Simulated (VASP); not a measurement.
Runs of VASP 6.6.1 on CdTe. The structure is cubic, space group F-43m (No. 216). The conventional cell has a = 6.410 Å, b = 6.410 Å, c = 6.410 Å, α = 90.00°, β = 90.00°, γ = 90.00°. Te (site symmetry -43m) is surrounded by 4 Cd at 2.78 Å. Cd (site symmetry -43m) is surrounded by 4 Te at 2.78 Å. 

| task | level | potentials or basis | spin | cell | k mesh | cutoff (eV) | smearing | gap on the mesh (eV) | pressure (GPa) | relaxed volume (Å³/atom) |
| --- | --- | --- | --- | --- | --- | --- | --- | --- | --- | --- |
| band structure | PBEsol | VASP PAW PBE potentials, release 64 (Te, Cd) | off | as given | 7 × 7 × 7 | 520 | fermi-dirac 0.05 eV | 0.76 | - | - |
| relaxation of cell and atoms | PBEsol | VASP PAW PBE potentials, release 64 (Te, Cd) | off | relaxed | 7 × 7 × 7 | 600 | fermi-dirac 0.05 eV | 0.64 | 0.0 | 34.26 |
| single point | PBE | VASP PAW PBE potentials, release 64 (Te, Cd) | off | as given | 7 × 7 × 7 | 520 | gaussian 0.011 eV | 0.87 | 4.4 | - |
| relaxation of cell and atoms | PBE | VASP PAW PBE potentials, release 64 (Te, Cd) | off | relaxed | 7 × 7 × 7 | 600 | fermi-dirac 0.05 eV | 0.58 | 0.0 | 36.31 |
| band structure | LDA | VASP PAW LDA potentials, release 64 (Te, Cd) | SOC, no magnetisation | as given | 5 × 5 × 5 | 520 | fermi-dirac 0.05 eV | - | 0.4 | - |
| band structure | PBE | VASP PAW PBE potentials, release 64 (Te, Cd) | SOC, no magnetisation | as given | 5 × 5 × 5 | 520 | fermi-dirac 0.05 eV | - | 4.5 | - |
| band structure | LDA | VASP PAW LDA potentials, release 64 (Te, Cd) | off | as given | 7 × 7 × 7 | 520 | fermi-dirac 0.05 eV | (a) | - | - |
| relaxation of cell and atoms | LDA | VASP PAW LDA potentials, release 64 (Te, Cd) | off | relaxed | 7 × 7 × 7 | 600 | fermi-dirac 0.05 eV | 0.64 | 0.0 | (b) |
| band structure | PBE | VASP PAW PBE potentials, release 64 (Te, Cd) | off | as given | 7 × 7 × 7 | 520 | fermi-dirac 0.05 eV | 0.87 | 4.4 | - |

Estimate the missing entries.

(a) 0.65; (b) 33.08.

Caveats: spin-orbit coupling is left out, which moves the levels of the heavy elements (some runs); the PAW data sets were made with another functional, which shifts forces and pressure a little (some runs); the volume moved by +10 % from the deposited cell, more than functionals usually miss (some runs).

A k mesh can miss the band edges, and rows without SOC leave out spin-orbit coupling on Cd, Te.
